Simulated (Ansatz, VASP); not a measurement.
One calculation of Sb, two programs

```xyz
1
Lattice="3.1600 0.0000 0.0000 0.0000 3.1600 0.0000 0.0000 0.0000 3.1600" Properties=species:S:1:pos:R:3 pbc="T T T"
Sb    0.0000    0.0000    0.0000
```

Alike in both runs: task relaxation of cell and atoms; functional LDA; k mesh 10 × 10 × 10; occupations fermi-dirac, width 0.08 eV; no spin polarisation.

|  | VASP | Ansatz |
| --- | --- | --- |
| version | VASP 6.6.1 | Ansatz 0.2.0 |
| potentials or method | VASP PAW LDA potentials, release 64 (Sb) | PAW with Ansatz's default frozen-core files, scalar-relativistic |
| plane-wave cutoff (eV) | 600 | 420 |
| valence electrons in the cell | 5 | 15 |

|  | VASP | Ansatz | Ansatz less VASP |
| --- | --- | --- | --- |
| relaxed volume (Å³/atom) | 28.15 | 28.06 | -0.092 |
| relaxed cell length with the largest relative difference (Å) | 3.042 | 3.039 | -0.0033 |
| energy change over the relaxation (meV/atom) | -71 | -74 | -3.5 |

The two sets of potentials don't hold the same shells in valence.

The runs have no spin-orbit coupling, so splittings on Sb are missing. LDA usually gives volumes a few per cent too small. Zero-point motion and thermal expansion aren't in these numbers.
